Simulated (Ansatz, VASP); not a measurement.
One calculation of Al, two programs

```
Al
1.0
     0.00000    2.74152    2.74152
     2.74152    0.00000    2.74152
     2.74152    2.74152    0.00000
Al
2
Direct
  0.74000 0.92000 0.92000
  0.26000 0.08000 0.08000
```

Change from the starting cell: shortest bond scaled by 0.64, LAPW.

Alike in both runs: task single point; functional PBEsol; k mesh 10 × 10 × 10; occupations fermi-dirac, width 0.05 eV; no spin polarisation.

|  | VASP | Ansatz |
| --- | --- | --- |
| version | VASP 6.6.1 | Ansatz 0.2.0 |
| potentials or method | VASP PAW PBE potentials, release 64 (Al), cutoff 520 eV | all-electron LAPW, scalar-relativistic |

```csv
,VASP,Ansatz,Ansatz less VASP
pressure (GPa),59.7,59.7,+0.06
largest component of the traceless stress (GPa),64.87,65.22,+0.353
rms of the force components (eV/Å),19.222,19.352,+0.1308
```

Atom by atom the forces differ by 0.131 eV/Å (rms over components). Ansatz ran all-electron here, so the differences hold the error of VASP's frozen core and of both bases.

Caveats: so large a pressure means that the cell lies far from this level's equilibrium, or that cutoff or potentials fall short (VASP); the potentials were made for another functional, which shifts forces and pressure (VASP).
